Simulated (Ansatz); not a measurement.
# Gap against strain: armchair MoS2 nanoribbon (N = 6, bare edges)

How it was computed: Ansatz 0.2.0, plane waves with PAW datasets, PBE, Fermi-Dirac smearing of 0.05 eV, no spin-orbit coupling. The period is scaled from its relaxed value of 5.446 Å and the atoms relax, within the symmetry of the start, at each strain ε (in %); gaps, in eV, are read on a band path.

| period (Å) | energy (eV a cell) | place of the conduction minimum (Γ = 0, Z = 1) | ε | gap |
| --- | --- | --- | --- | --- |
| 5.228 | +0.229 | 0.00 | −4 | 0.383 |
| 5.337 | +0.058 | 0.00 | −2 | 0.424 |
| 5.446 | 0.000 | 0.44 | 0 | 0.4565 |
| 5.663 | +0.202 | 0.46 | 4 | 0.504 |
| 5.772 | +0.443 | 0.47 | 6 | 0.496 |

One run is withheld: period (Å) = 5.555, with ε = 2. Fit a straight line gap = a + b × ε to the 5 rows shown and predict it.

**Fit.** The means are 0.8 for ε and 0.4527 for gap. The sum of products of deviations is 0.8012 and the sum of squares in ε is 68.8, so b = 0.8012 / 68.8 = 0.01165 and a = 0.4527 − (0.01165) × 0.8 = 0.4434. The residuals' standard deviation, with 3 degrees of freedom, is σ = 0.017.

**Prediction.** gap = 0.4434 + (0.01165) × 2 = 0.4667. The run gave 0.48, so the prediction less the run is −0.013. The standard error of a prediction there, σ√(1 + 1/5 + (2 − 0.8)²/68.8), is 0.019, and the miss is 0.71 times that, for a point between the fitted rows. With so few rows σ is itself uncertain.

The gap does not move one way: it turns somewhere between ε = 2 and 6 %, and the true extreme can lie between the rows, beyond the values shown. The conduction minimum changes its place within the series, which a single slope can't follow.

**Limits.** Kohn-Sham gaps of a wire among periodic images, which in a check on one flat ribbon (7 Å apart) lowered the gap by 0.2 eV and flattened the slope; the slope b × 100 is a mean deformation potential of the gap, in eV per unit strain. Between neighbouring runs it lies between −0.4 and 2.0 eV, so a bend, a kink or scatter between runs makes one line a rough account. The unstrained row comes from a denser mesh than the others, which shifts its energy a little. Series of this kind are told only where this holds: a gap at every strain (compound wires with polar facets were set aside first). 88 of 101 did.
